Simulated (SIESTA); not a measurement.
## CsPbBr3 under changes of volume

One of the cells (40.452 Å³/atom); the others are scaled copies at fixed shape and fractional positions:

```
Pb Cs Br
1.0
     5.87000    0.00000    0.00000
     0.00000    5.87000    0.00000
     0.00000    0.00000    5.87000
Pb Cs Br
1 1 3
Cartesian
  2.9350 2.9350 2.9350
  0.0000 0.0000 0.0000
  2.9350 2.9350 0.0000
  2.9350 0.0000 2.9350
  0.0000 2.9350 2.9350
```

Measurements of this composition are mostly on another form, of space group No. 62.

| Item | Value |
| --- | --- |
| Program | SIESTA 5.4.2 |
| Functional | LDA |
| Potentials or basis | PseudoDojo 0.4 standard (LDA files) |
| Basis | DZP (energy shift 0.003 Ry; two zetas on semicore shells; d shell added on Cs) |
| Grid cutoff | 500 Ry |
| Energy shift | 0.003 Ry |
| k mesh | 4 × 4 × 4 |
| Occupations | fermi-dirac, width 0.05 eV |
| Spin | no spin polarisation |

```csv
volume (Å³/atom),energy over the lowest point (meV/atom),pressure (GPa),gap on the mesh (eV)
38.025,2.63,0.8,1.11
38.834,0.00,0.2,1.20
39.643,0.20,-0.3,1.29
40.452,2.92,-0.8,1.37
41.261,7.83,-1.2,1.45
42.070,14.73,-1.6,1.52
42.880,?,?,?
```

Question: What does the run at 42.880 Å³/atom give?

Answer: Energy over the lowest point 23.45 meV/atom; pressure -1.9 GPa; gap on the mesh 1.58 eV.

Worked out: A Birch-Murnaghan fit of order 3 (a polynomial in V^(-2/3)) to the other rows has its minimum at 39.17 Å³/atom with B0 = V·E''(V) = 26 GPa and B' = 4.9. It gives 23.37 meV/atom at 42.880 Å³/atom, against the run's 23.45, and -dE/dV = -1.9 GPa, against -1.9. A straight line through the other rows of the gap, of slope 4.07 eV per unit of ln V (its deformation potential), extrapolates to 1.60 eV, against the run's 1.58.

Energies are extrapolated to zero smearing.

Caveats: spin-orbit coupling is left out, which as a rule narrows the gap of such compounds by several tenths of an eV; the basis of atomic orbitals isn't converged, which shifts pressures, moduli and gaps.

A mesh can miss the band edges.
